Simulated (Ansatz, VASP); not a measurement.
**W: VASP beside Ansatz**

```
CELL_PARAMETERS angstrom
0.00000 1.99955 2.06045
1.99955 0.00000 2.06045
1.99955 1.99955 0.00000
ATOMIC_POSITIONS crystal
W 0.00000 0.00000 0.00000
```

Change from the starting cell: strain -0.015 along x and y, +0.015 along z, atoms carried along.

Alike in both runs: task single point; functional PBEsol; k mesh 20 × 20 × 20; occupations gaussian, width 0.15 eV; no spin polarisation.

```csv
,VASP,Ansatz
version,VASP 6.6.1,Ansatz 0.2.0
potentials or method,"VASP PAW PBE potentials, release 64 (W_sv)","scalar-relativistic, plane waves, PAW"
plane-wave cutoff (eV),520,420
valence electrons in the cell,14,14
```

```tsv
	VASP	Ansatz	Ansatz less VASP
gap on the k mesh at the Fermi level (eV)	none	none	-
pressure (GPa)	-8.2	-8.7	-0.48
largest component of the traceless stress (GPa)	5.53	5.49	-0.039
```

A gap of «none» marks a metal or a gap that the smearing closes.

Caveats: the PAW data sets were made with another functional, which shifts forces and pressure a little (VASP). Spin-orbit coupling is left out, which matters for the levels of W.
